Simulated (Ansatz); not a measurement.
## InP: zone-centre modes at 8 GPa

These are results of DFT PBE, scalar-relativistic, plane waves, PAW in Ansatz, not measurements. Settings: 420 eV plane-wave cutoff, Γ-centred 14×14×14 mesh, Fermi-Dirac smearing of 0.15 eV. No spin polarisation. Phonons by linear response, acoustic sum rule imposed.

The cell, relaxed at 8 GPa:
```xyz
2
Lattice="0.0000 2.6914 2.6914 2.6914 0.0000 2.6914 2.6914 2.6914 0.0000" Properties=species:S:1:pos:R:3 pbc="T T T"
In    0.0000    0.0000    0.0000
P     2.6914    2.6914    2.6914
```

In a metal, frequencies and elastic constants depend on the k mesh and the smearing, soft modes and shear constants most. Other phases may be more stable at this pressure.

(1) Is this structure stable against zone-centre distortions?

(2) List the optical modes at Γ (i marks imaginary ones).

Results:

(1) Yes, at Γ: no optical mode is imaginary. Strains and other wave vectors aren't tested by this run.

(2)
```csv
frequency (cm⁻¹),degeneracy
201,3
```

This rock-salt form isn't the usual stable structure of the compound at low pressure.

Cost: 1 run of about 0.39 core-minutes, on Intel Xeon Platinum 8488C (Sapphire Rapids) (shared hosts).